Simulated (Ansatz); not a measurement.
Te2Pt (Moncheite):

```
Pt Te
1.0
     4.01000    0.00000    0.00000
    -2.00500    3.47276    0.00000
     0.00000    0.00000    5.20100
Pt Te
1 2
Direct
  0.00000 0.00000 0.00000
  0.66667 0.33333 0.75000
  0.33333 0.66667 0.25000
```

- Program: Ansatz 0.2.0
- Task: relaxation of cell and atoms
- Functional: BLYP
- Potentials or basis: Ansatz PAW
- Cutoff: 420 eV (not typed: the program's choice for these potentials)
- k mesh: 8 × 8 × 5
- Occupations: fermi-dirac, width 0.05 eV
- Spin: no spin polarisation

At the start: volume 24.14 Å³/atom.

Question: How do energy, volume and symmetry change on relaxing?

Answer: It ends after 37 steps and the volume is 45.62 Å³/atom (+89.0 %); space group P-3m1 (No. 164, to 0.05 Å).

Step by step:
| step | energy change (eV) | largest force (eV/Å) | volume (Å³) |
| --- | --- | --- | --- |
| 1 | 0.0000 | 1.3886 | 72.43 |
| 2 | -0.3367 | 0.9735 | 83.22 |
| 3 | -0.4543 | 0.1113 | 87.29 |
| 4 | -0.5123 | 0.0452 | 87.25 |
| 5 | -0.5186 | 0.0639 | 88.80 |
| 6 | -0.5212 | 0.0271 | 88.90 |
| 7 | -0.5214 | 0.0005 | 88.77 |
| 8 | -0.5340 | 0.0034 | 88.77 |
| 9 | -0.5440 | 0.0195 | 91.00 |
| 10 | -0.5579 | 0.0342 | 94.37 |
| 11 | -0.5687 | 0.0044 | 97.79 |
| 12 | -0.5707 | 0.0420 | 101.11 |
| 13 | -0.5715 | 0.0056 | 100.52 |
| 14 | -0.5716 | 0.0062 | 100.26 |
| 15 | -0.5810 | 0.0048 | 100.26 |
| 16 | -0.5868 | 0.0154 | 102.24 |
| 17 | -0.5944 | 0.0646 | 106.26 |
| 18 | -0.5996 | 0.0381 | 108.71 |
| 19 | -0.6010 | 0.0650 | 113.07 |
| 20 | -0.6017 | 0.0022 | 112.60 |
| 21 | -0.6018 | 0.0018 | 112.34 |
| 22 | -0.6070 | 0.0006 | 112.34 |
| 23 | -0.6093 | 0.0048 | 114.50 |
| 24 | -0.6125 | 0.0211 | 118.20 |
| 25 | -0.6146 | 0.0176 | 121.80 |
| 26 | -0.6146 | 0.0223 | 125.53 |
| 27 | -0.6146 | 0.0215 | 125.54 |
| 28 | -0.6150 | 0.0010 | 124.68 |
| 29 | -0.6183 | 0.0018 | 124.68 |
| 30 | -0.6192 | 0.0003 | 126.63 |
| 31 | -0.6205 | 0.0145 | 130.30 |
| 32 | -0.6213 | 0.0008 | 133.82 |
| 33 | -0.6209 | 0.0352 | 137.72 |
| 34 | -0.6213 | 0.0157 | 136.64 |
| 35 | -0.6213 | 0.0008 | 136.72 |
| 36 | -0.6213 | 0.0000 | 136.87 |
| 37 | -0.6237 | 0.0005 | 136.87 |

Final structure:
```
Pt Te
1.0
     4.10084    0.00000    0.00000
    -2.05042    3.55143    0.00000
     0.00000    0.00000    9.39782
Pt Te
1 2
Direct
  0.00000 0.00000 0.00000
  0.66667 0.33333 0.84904
  0.33333 0.66667 0.15096
```

Caveat: the volume moved by over 15 % at a fixed basis, so the end points are rough; the plane-wave basis is chosen anew once the cell has moved, so the energies of steps on either side of that aren't comparable; the volume moved by +89 % from the deposited cell, more than functionals usually miss; the PAW data sets come from PBE, with cores solved anew for the run's functional, which leaves a small shift of forces and pressure.
